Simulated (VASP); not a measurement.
Wanted: the native input for a VASP 6.6.1 run.

| Item | Value |
| --- | --- |
| Task | single point |
| Functional | HSE(alpha, omega) |
| Potentials or basis | VASP PAW PBE potentials, release 64 (Ti_sv, H) |
| Cutoff | 520 eV |
| k mesh | 5 × 5 × 3 |
| Occupations | fermi-dirac, width 0.05 eV |
| Spin | no spin polarisation |
| Share of exact exchange | 0.3 |
| Grid for exact exchange (PRECFOCK) | Fast |
| Further INCAR settings | ALGO = Normal; EDIFF = 1e-06; NBANDS = 21 |

TiH:

```xyz
4
Lattice="2.9475 0.0000 0.0000 0.0000 2.9475 0.0000 0.0000 0.0000 4.5681" Properties=species:S:1:pos:R:3 pbc="T T T"
Ti    0.0000    1.4737    0.0000
Ti    1.4737    0.0000    2.2841
H     0.0000    0.0000    3.4261
H     0.0000    0.0000    1.1420
```

The cell comes from a database or a generator and needn't be the stable form of this composition.

These files were run (other wordings do the same):

POSCAR

```
TiH
1.0
    2.9474928546      0.0000000000      0.0000000000
    0.0000000000      2.9474928546      0.0000000000
    0.0000000000      0.0000000000      4.5681404800
Ti H
2 2
Direct
    0.0000000000      0.5000000000      0.0000000000
    0.5000000000      0.0000000000      0.5000000000
    0.0000000000      0.0000000000      0.7500000000
    0.0000000000      0.0000000000      0.2500000000
```

INCAR.step1

```
ALGO = Normal
EDIFF = 1E-5
ENCUT = 520
GGA = PE
ISIF = 2
ISMEAR = -1
LASPH = T
LCHARG = F
LREAL = F
LWAVE = T
NBANDS = 21
NELM = 60
PREC = Accurate
SIGMA = 0.05
```

INCAR.step2

```
AEXX = 0.3
ALGO = Normal
EDIFF = 1E-6
ENCUT = 520
GGA = PE
HFSCREEN = 0.2
ISIF = 2
ISMEAR = -1
ISTART = 1
LASPH = T
LCHARG = F
LHFCALC = T
LREAL = F
LWAVE = F
NBANDS = 21
NELM = 60
PREC = Accurate
PRECFOCK = Fast
SIGMA = 0.05
```

KPOINTS

```
k-points
0
Gamma
  5 5 3
```

Potentials or basis: VASP PAW PBE potentials, release 64 (Ti_sv, H).

Launch:

```console
$ cat potpaw_PBE.64/Ti_sv/POTCAR potpaw_PBE.64/H/POTCAR > POTCAR
$ cp INCAR.step1 INCAR
$ mpirun -np 1 vasp_std > vasp.out
$ cp INCAR.step2 INCAR
$ mpirun -np 1 vasp_std > vasp.out
```

It gave:

The pressure is -3.4 GPa. The band gap on the k mesh is none (metal or under the smearing width).

Caveat: the k mesh is coarse (spacing up to 0.46 Å⁻¹), so the values aren't converged, least of all with exact exchange; the PAW data sets were made with another functional, which shifts forces and pressure a little.

It took 6.4 min on 1 thread of Intel(R) Xeon(R) Platinum 8488C (Sapphire Rapids), on a shared host, peak memory 0.26 GiB.
